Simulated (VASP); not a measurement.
# Ca (Fm-3m) in VASP: notebook, part 2 of 2

VASP 6.6.1. The steps go on from the part before.

### 3 Single point, PBE

The input, run.py:

```python
from ase.calculators.vasp import Vasp
from ase.dft.bandgap import bandgap
from ase.io import read

atoms = read('POSCAR')
calc = Vasp(
    directory='calc',
    xc='pbe',
    pp='PBE',
    setups='recommended',
    prec='Accurate',
    encut=520,
    ediff=1e-06,
    ismear=0,
    sigma=0.1,
    lreal=False,
    lasph=True,
    nelm=60,
    algo='Normal',
    isif=2,
    lwave=False,
    lcharg=False,
    kpts=[8, 8, 8],
    gamma=True,
    nbands=11,
)
atoms.calc = calc

print('energy (eV):', atoms.get_potential_energy())
print('free energy (eV):', atoms.get_potential_energy(force_consistent=True))
print('forces (eV/A):')
print(atoms.get_forces())
print('stress (eV/A^3, Voigt):', atoms.get_stress())
print('Fermi level (eV):', calc.get_fermi_level())
gap, top, bottom = bandgap(calc)
print('band gap (eV):', gap, 'from (spin, k, band)', top, 'to', bottom)
```

The input, POSCAR:

```
Ca
1.0
    0.0000000000      2.7942000000      2.7942000000
    2.7942000000      0.0000000000      2.7942000000
    2.7942000000      2.7942000000      0.0000000000
Ca
1
Direct
    0.0000000000      0.0000000000      0.0000000000
```

Potentials or basis: VASP PAW PBE potentials, release 64 (Ca_sv).

The run is started by

```console
> python run.py
```

Run time: 14 s. Hardware: 1 thread of Intel Xeon Platinum 8488C (Sapphire Rapids), shared host; peak memory 0.16 GiB.

The run converged. Its results:

```
Free energy            : -1.9303 eV
Pressure               : -0.6 GPa
Band gap on the k mesh : none (metal or under the smearing width)
```

Levels at points of the mesh, in eV from the Fermi level:
```
           k point  band 3  band 4  band 5  band 6  band 7  band 8
(0.00, 0.00, 0.00)  -22.96  -22.96   -3.92    2.34    2.34    2.34
(0.50, 0.00, 0.00)  -22.98  -22.98   -0.93   -0.14    2.23    2.23
(0.50, 0.50, 0.00)  -23.01  -23.01   -0.38    0.64    0.95    4.02
```

### 4 Single point, LDA

The input, INCAR:

```
  PREC = Accurate
  ENCUT = 520
  EDIFF = 1E-6
  ISMEAR = 0
  SIGMA = 0.05
  LREAL = F
  LASPH = T
  NELM = 100
  ALGO = Normal
  ISIF = 2
  LWAVE = F
  LCHARG = F
  GGA = CA
  NBANDS = 11
```

The input, KPOINTS:

```
Automatic mesh
0
Gamma
  8 8 8
```

POSCAR is that of step 3.

Potentials or basis: VASP PAW LDA potentials, release 64 (Ca_sv).

The run is started by

```console
> cat potpaw_LDA.64/Ca_sv/POTCAR > POTCAR
> mpirun -np 1 vasp_std > vasp.out
```

It took 9.6 s on 1 thread of Intel Xeon Platinum 8488C (Sapphire Rapids), shared host; peak memory 0.14 GiB.

It converged, with:

```yaml
Free_energy: -2.1666 eV
Pressure: -2.2 GPa
Band_gap_on_the_k_mesh: none (metal or under the smearing width)
```

Levels at points of the mesh, in eV from the Fermi level:
```
           k point  band 1  band 2  band 3  band 4  band 5  band 6  band 7  band 8  band 9  band 10
(0.00, 0.00, 0.00)  -41.59  -22.81  -22.81  -22.81   -3.92    2.21    2.21    2.21    3.23     3.23
(0.50, 0.00, 0.00)  -41.58  -22.93  -22.83  -22.83   -0.98   -0.08    2.11    2.11    3.89     3.89
(0.50, 0.50, 0.00)  -41.58  -22.93  -22.85  -22.85   -0.41    0.56    0.99    3.89    4.07     4.07
```

### 5 Single point, LDA

Edit run.py of step 3 so:

```diff
@@ -7,10 +7,10 @@
     directory='calc',
-    xc='pbe',
-    pp='PBE',
-    setups='recommended',
+    xc='lda',
+    pp='LDA',
+    setups='materialsproject',
     prec='Accurate',
     encut=520,
-    ediff=1e-06,
+    ediff=1e-07,
     ismear=0,
-    sigma=0.1,
+    sigma=0.05,
     lreal=False,
@@ -18,9 +18,10 @@
     nelm=60,
-    algo='Normal',
+    algo='Fast',
     isif=2,
     lwave=False,
-    lcharg=False,
+    lcharg=True,
+    lelf=True,
+    lvhar=True,
     kpts=[8, 8, 8],
     gamma=True,
-    nbands=11,
 )
```

POSCAR is that of step 4.

Potentials or basis: VASP PAW LDA potentials, release 64 (Ca_sv).

The run is started by

```console
> python run.py
```

The log of the run:

```text
energy (eV): -2.16579784
free energy (eV): -2.16664011
forces (eV/A):
[[-0. -0.  0.]]
stress (eV/A^3, Voigt): [ 0.01347943  0.01347943  0.01347943 -0.         -0.         -0.        ]
Fermi level (eV): 1.6096973
band gap (eV): 0.0 from (spin, k, band) (None, None, None) to (None, None, None)
```

OUTCAR:

```text
ENCUT = 520.000000
   EDIFF = 1.00e-07
   PREC = Accurate
   ISIF = 2
   ISMEAR = 0
   NELM = 60
[... 570 lines left out ...]
 POSITION                                       TOTAL-FORCE (eV/Angst)
 -----------------------------------------------------------------------------------
      0.00000      0.00000      0.00000        -0.000000     -0.000000      0.000000
 -----------------------------------------------------------------------------------
    total drift:                               -0.000000     -0.000000      0.000000

  FREE ENERGIE OF THE ION-ELECTRON SYSTEM (eV)
  ---------------------------------------------------
  free  energy   TOTEN  =        -2.1666401095 eV

  energy  without entropy=       -2.1649555756  energy(sigma->0) =       -2.16579784
```

INCAR:

```text
ENCUT = 520.000000
SIGMA = 0.050000
EDIFF = 1.00e-07
ALGO = Fast
PREC = Accurate
ISIF = 2
ISMEAR = 0
NELM = 60
LASPH = .TRUE.
LCHARG = .TRUE.
LELF = .TRUE.
LVHAR = .TRUE.
LWAVE = .FALSE.
LREAL = .FALSE.
```

Wall time 22 s (1 thread of Intel Xeon Platinum 8488C (Sapphire Rapids), shared host); peak memory 0.14 GiB.

Results:

```yaml
Free_energy: -2.1666 eV
Pressure: -2.2 GPa
Band_gap_on_the_k_mesh: none (metal or under the smearing width)
```

### 6 Electron localisation function, AM05+D4 (cell strained at random at fixed volume)

The input, INCAR:

```
SYSTEM = Ca
ALGO = Fast
AMIX = 0.05
EDIFF = 1E-6
ENCUT = 550
GGA = AM
ISIF = 2
ISMEAR = 0
IVDW = 13
LASPH = .TRUE.
LCHARG = .TRUE.
LELF = .TRUE.
LREAL = .FALSE.
LWAVE = .FALSE.
NELM = 100
PREC = Accurate
SIGMA = 0.1
```

The input, KPOINTS:

```
k-points
0
G
  8 8 8
  0 0 0
```

The input, POSCAR:

```
Ca
1.0
    0.0226090000      2.8095600000      2.7447680000
    2.7524950000      0.0396230000      2.7277540000
    2.8498400000      2.8898890000     -0.0577210000
Ca
1
Cartesian
    0.0058837638     -0.0049717138      0.0069008177
```

Potentials or basis: VASP PAW PBE potentials, release 64 (Ca_sv_GW).

The run is started by

```console
> cat potpaw_PBE.64/Ca_sv_GW/POTCAR > POTCAR
> mpirun -np 1 vasp_std > vasp.out
```

It took 3.6 min on 1 thread of Intel Xeon Platinum 8488C (Sapphire Rapids), shared host; peak memory 0.26 GiB.

The run converged. Its results:

```yaml
Free_energy: -6.9530 eV
Pressure: -1.3 GPa
Band_gap_on_the_k_mesh: none (metal or under the smearing width)
Dispersion_energy_per_atom: -0.097 eV
```

Stress tensor (GPa, compression positive):
```
-1.29 -0.60  0.40
-0.60 -1.39  0.26
 0.40  0.26 -1.25
```

Levels at points of the mesh, in eV from the Fermi level:
```csv
k point,band 2,band 3,band 4,band 5,band 6,band 7,band 8,band 9
"(0.00, 0.00, 0.00)",-22.89,-22.89,-22.89,-3.91,2.15,2.37,2.46,3.40
"(0.50, 0.00, 0.00)",-23.02,-22.91,-22.90,-0.87,-0.10,2.00,2.42,4.79
"(0.00, 0.50, 0.00)",-23.02,-22.91,-22.90,-0.83,-0.05,2.05,2.34,4.83
"(0.50, 0.50, 0.00)",-23.01,-22.94,-22.93,-0.34,0.61,1.03,4.08,5.39
"(0.00, 0.00, 0.50)",-23.00,-22.90,-22.90,-1.07,-0.32,2.22,2.35,4.05
"(0.50, 0.00, 0.50)",-23.01,-22.93,-22.93,-0.41,0.66,0.82,4.07,5.65
"(0.00, 0.50, 0.50)",-23.01,-22.93,-22.93,-0.37,0.63,0.95,4.16,5.74
"(0.50, 0.50, 0.50)",-23.01,-22.91,-22.90,-0.92,-0.16,2.12,2.35,4.05
```

Caveat: the PAW data sets were made with another functional, which shifts forces and pressure a little; pairwise dispersion overbinds metals, which lowers pressure and volume.

### 7 Overview

| task | level | potentials or basis | cell | cutoff (eV) | smearing | other keys | gap on the mesh (eV) | pressure (GPa) |
| --- | --- | --- | --- | --- | --- | --- | --- | --- |
| single point | PBE | VASP PAW PBE potentials, release 64 (Ca_sv) | as given | 520 | gaussian 0.1 eV | - | none | -0.6 |
| single point | LDA | VASP PAW LDA potentials, release 64 (Ca_sv) | as given | 520 | gaussian 0.05 eV | - | none | -2.2 |
| electron localisation function | AM05+D4 | VASP PAW PBE potentials, release 64 (Ca_sv_GW) | cell strained at random at fixed volume | 550 | gaussian 0.1 eV | ISMEAR = 0; SIGMA = 0.1; AMIX = 0.05 | none | -1.3 |

Alike in all rows: no spin polarisation; k mesh 8 × 8 × 8.

Caveats: the PAW data sets were made with another functional, which shifts forces and pressure a little (some runs); pairwise dispersion overbinds metals, which lowers pressure and volume (some runs).

Total energies depend on the potentials used, so only differences within one code and one set of settings carry meaning.
